**Q:** I have the bulk modulus of one SnO crystal from a dozen runs. It measures how hard the crystal resists a uniform squeeze, so I had hoped that the methods would agree.

Bulk modulus of SnO (P4/nmm, 4-atom cell) from Kohn-Sham DFT in Ansatz, without spin polarisation, on a 7×7×6 k mesh with Fermi-Dirac smearing of 0.05 eV. Each modulus comes from a fit to static-lattice energies at seven volumes and is taken at the method's own energy minimum; the basis column gives the plane-wave cutoff.

```csv
method,rung,potentials,basis,spin orbit,bulk modulus (GPa)
LDA,LDA,PseudoDojo LDA,1143 eV,no,102.40
SVWN5,LDA,Ansatz PAW,420 eV,no,102.60
PBE,GGA,SPMS NC,1034 eV,no,83.60
PBE,GGA,Ansatz PAW large core,420 eV,no,84.30
PBE-D3(BJ),GGA,Ansatz PAW,420 eV,no,88.70
PBE-D4,GGA,Ansatz PAW,420 eV,no,89.10
PBEsol,GGA,Ansatz PAW,420 eV,yes,94.60
PBEsol,GGA,PseudoDojo PBEsol stringent,1388 eV,no,94.90
m-r2SCAN,meta-GGA,Ansatz PAW,500 eV,no,98.20
r2SCAN,meta-GGA,Ansatz PAW,500 eV,no,98.20
r2SCAN-D3(BJ),meta-GGA,Ansatz PAW,500 eV,no,100.70
r2SCAN-rVV10,meta-GGA,Ansatz PAW,500 eV,no,101.70
```

The two LDA rows are the stiffest and the two plain PBE rows the softest, almost 19 GPa apart. Does LDA make the Sn–O bonds too stiff?

**A:** First ask at which volume each modulus was taken. Every row is evaluated at the volume where that method finds its own energy minimum, and those volumes differ. The LDA crystal is about 7% smaller than the PBE crystal. The atoms sit closer together in it, where the repulsion between their electron clouds rises more steeply, and so it resists further squeezing more strongly.

**Q:** Then a fair comparison would put all methods at the same volume.

**A:** Yes, and these runs allow it, since all of them give the pressure at the same seven volumes. At 17.77 Å³ per atom the two LDA rows have moduli of 88 to 89 GPa, and the two plain PBE rows come to about 100 GPa. The order has reversed. LDA gives the higher value in your table because it shrinks the crystal, although at equal volume it is the softer description.

**Q:** Can I get from one comparison to the other by hand?

**A:** You need the pressure $P$ that a method predicts at the common volume. A positive $P$ means that the crystal wants to expand. At the method's own minimum the pressure is zero, so going there changes the pressure by $-P$. The modulus $B$ rises with pressure at a rate $B'$, a pure number close to 4.3 or 4.4 in these runs. The modulus at the minimum is therefore

$$B_0 \approx B - B'P .$$

Take the first PBE row. Its modulus at the common volume is 99.55 GPa and its pressure there is 3.70 GPa, so $B_0 \approx 99.55 - 4.3\times 3.70 = 83.6$ GPa, as in the table. For LDA the pressure is negative, and the same step raises the modulus.

The output below does this for all rows and misses the table by at most 0.3 GPa. Since $B$, $P$ and $B'$ come from the same runs as the table ($P$ and $B$ from the computed pressures, $B'$ from the fit), this agreement is bookkeeping and does not test the physics. Its use is to separate the effect of volume from the rest.

**Q:** Why does LDA want a smaller crystal in the first place?

**A:** That part is argued from theory. LDA treats each bit of the electron density as if it belonged to a uniform electron gas. PBE also looks at how fast the density varies, and it lowers the exchange energy where the variation is strong. When a crystal expands, the density between the atoms thins out and its relative variation grows, so PBE favours expansion more than LDA does. PBEsol has a weaker gradient correction, made for solids, and its volume and modulus fall between those of LDA and plain PBE.

**Q:** But if LDA pulls the atoms together, why is it softer at a fixed volume?

**A:** Because a pull can grow as the crystal is squeezed. Relative to PBE, LDA pulls inward with 6.6 GPa at 18.12 Å³ per atom and with 7.1 GPa at 17.41 Å³. A pull that strengthens on the way in helps you to compress the crystal, and this lowers the modulus at fixed volume. The same pull also moves the minimum to a smaller volume, which raises the modulus there. In this comparison the second effect is more than twice as large as the first.

**Q:** Does that also explain the dispersion corrections? I took them for a weak glue between the layers, yet they make the crystal stiffer.

**A:** It is the same mechanism. The inward pull that D3 adds to PBE grows from 2.0 GPa at 18.12 Å³ per atom to 2.2 GPa at 17.41 Å³, so at fixed volume D3 lowers the modulus by about 4 GPa. It also draws the crystal to a smaller volume, which adds about 9 GPa. The net result is the rise that you see in the table, and D4 and rVV10 act in the same way. The plain PBE row in this comparison is the one labelled large core. Its total energy lies close to that of the D3 row, so both should treat the same electrons; any small difference between the two potentials would be counted here as part of the D3 effect.

**Q:** D3 adds 4.4 GPa to PBE but only 2.5 GPa to r2SCAN. Is it a different glue?

**A:** It is a weaker dose. At the common volume D3 pulls inward with about 2 GPa on PBE and with about 1 GPa on r2SCAN. The r2SCAN functional already describes part of the attraction at medium range, so the correction that goes with it is damped more strongly. A smaller pull shifts the volume less, and the modulus follows. The size of the pull is not everything, though. On r2SCAN, rVV10 pulls only a little harder than D3, 1.1 against 1.0 GPa, yet it adds 3.5 GPa. About half of the extra gigapascal comes from the smaller volume. The other half arises because its pull grows more slowly on compression, so that it lowers the modulus at fixed volume by 1.5 GPa instead of 2.1.

**Q:** So can I rank the methods by their rung?

**A:** Not for this property. PBE and PBEsol stand on the same rung and differ by about 11 GPa, while r2SCAN, one rung higher, lies only 3.5 GPa above PBEsol. The r2SCAN rows all use one set of potentials, but for the other functionals a change of potentials and cutoff (in the LDA pair also of the form of LDA) moves the modulus by 0.7 GPa at most, well below these gaps. That scatter also sets a limit on fine distinctions. The lead of the two LDA rows over r2SCAN-rVV10, 0.7 to 0.9 GPa, is hardly larger than this, and the PBEsol pair, which changes potential and spin-orbit coupling together, shows no resolved effect of either.

**Q:** Yet r2SCAN and PBEsol have practically the same volume. What separates them?

**A:** Here the volume argument stops. At the common volume r2SCAN is still stiffer by 3.7 GPa, or by 3.4 and 4.0 GPa against the two PBEsol rows taken singly. The pairs of like rows differ by up to 1.3 GPa at that volume, so the gap stands clear of the scatter and the r2SCAN energy curve is more strongly curved in itself, though no r2SCAN run with other potentials confirms by how much. My guess is that r2SCAN treats the Sn–O bonds differently, because it also uses the kinetic energy density of the electrons, which helps it to tell bonds from other regions. Nothing here tests that. The m-r2SCAN row is no second witness either, since the two versions give the same result for this crystal.

**Q:** Could a process engineer put one of these moduli into a stress model for SnO?

**A:** No, because of how the crystal was squeezed. SnO consists of layers, with the lone pairs of tin facing the gaps between them. Under real pressure the soft gaps close first. In these runs the cell kept its shape and the atoms their relative positions, so the strong Sn–O bonds had to shorten in step with the gaps. That should make every modulus here too high for the real crystal, probably by a wide margin, so closeness to experiment cannot pick the best method.

**Q:** What would you do next?

**A:** I would let the shape and the atoms relax at each volume. Dispersion would then act mainly on the soft gaps, which would carry most of the compression. Whether it would still stiffen the crystal by only a few GPa, and whether LDA would still come out on top, is the question that these runs leave open.

Output of the analysis:

```
Stiffness at one common volume and at the own minimum:
            row  own volume (A^3/atom)  pressure at 17.77 A^3/atom (GPa)  modulus at 17.77 A^3/atom (GPa)  change on going to own volume (GPa)  estimated own modulus (GPa)
            LDA                  17.22                            -3.013                            89.17                                13.28                        102.4
          SVWN5                  17.15                            -3.359                            87.91                                14.76                        102.7
            PBE                   18.5                             3.699                            99.55                               -15.96                        83.59
            PBE                  18.48                             3.598                            99.89                               -15.59                         84.3
     PBE-D3(BJ)                  18.06                             1.517                            95.54                               -6.575                        88.96
         PBE-D4                  18.03                             1.362                            95.34                               -5.931                        89.41
         PBEsol                  17.66                           -0.5806                            92.39                                2.514                         94.9
         PBEsol                  17.68                           -0.4665                            93.07                                2.031                        95.11
       m-r2SCAN                  17.69                           -0.4575                            96.43                                2.003                        98.43
         r2SCAN                  17.69                           -0.4574                            96.43                                2.003                        98.43
  r2SCAN-D3(BJ)                   17.5                             -1.47                            94.37                                6.446                        100.8
   r2SCAN-rVV10                  17.48                            -1.588                            94.95                                6.938                        101.9
Largest miss of the estimated own modulus (GPa): 0.3059
LDA pair less PBE pair, own modulus (GPa): 18.55
PBEsol pair less PBE pair, own modulus (GPa): 10.8
LDA pair less r2SCAN, own modulus (GPa): 4.3
r2SCAN less PBEsol pair, own modulus (GPa): 3.45
Difference within the LDA pair (GPa): 0.2
Difference within the PBE pair (GPa): 0.7
Difference within the PBEsol pair (GPa): 0.3
D3 added to PBE in PAW, own modulus (GPa): 4.4
D4 added to PBE in PAW, own modulus (GPa): 4.8
D3 added to r2SCAN, own modulus (GPa): 2.5
rVV10 added to r2SCAN, own modulus (GPa): 3.5
Own volume of the LDA pair below that of the PBE pair (percent): 7.069
LDA pair less PBE pair, modulus at the common volume (GPa): -11.18
LDA pair less PBE pair, part from the own volumes (GPa): 29.79
D3 added to PBE in PAW, modulus at the common volume (GPa): -4.354
D3 added to PBE in PAW, part from the own volumes (GPa): 9.012
D3 added to r2SCAN, modulus at the common volume (GPa): -2.058
D3 added to r2SCAN, part from the own volumes (GPa): 4.443
r2SCAN less PBEsol pair, modulus at the common volume (GPa): 3.698
Inward pull of LDA relative to PBE at 17.41 A^3/atom (GPa): 7.063
Inward pull of LDA relative to PBE at 18.12 A^3/atom (GPa): 6.616
Inward pull of D3 on r2SCAN at 17.41 A^3/atom (GPa): 1.055
Inward pull of D3 on r2SCAN at 18.12 A^3/atom (GPa): 0.9728
```
